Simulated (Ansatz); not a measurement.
A run of Ansatz 0.2.0:

The input input.yaml:

```yaml
crystal:
  lattice:
    - [5.088206976, 0.0, 0.0]
    - [-2.544103488, 4.4065165009, 0.0]
    - [0.0, 0.0, 8.44205798]
  atoms:
    - { symbol: Rb, position: [0.6752, 0.334868, 0.749791] }
    - { symbol: Rb, position: [0.334695, 0.664389, 0.249122] }
hamiltonian:
  xc: pbe
  pseudopotentials: { kind: paw }
kpoints:
  mp_grid: { grid: [6, 6, 3] }
scf:
  occupations: { method: fermi_dirac, width: 0.05 }
output:
  forces: true
  stress: true
  eigenvalues: true
  write_density: true
  write_potential: true
  elf: true
  volumetric_format: npy
```

Potentials or basis: Ansatz PAW.

Run with:

```bash
$ ansatz run input.yaml --threads 2 --pin off --max-ram 5120MiB --backend cpu --events-out ev --progress --plain --runs-dir out
```

Hardware: 2 threads of Arm Neoverse V2 (shared host).

Task: Estimate the wall time of this run.

Result: Run time: 3.5 s on 2 threads of Arm Neoverse V2 (shared host), peak memory 0.45 GiB. Counts: scf iterations 6, plane waves 3719, k points 56, bands 13.
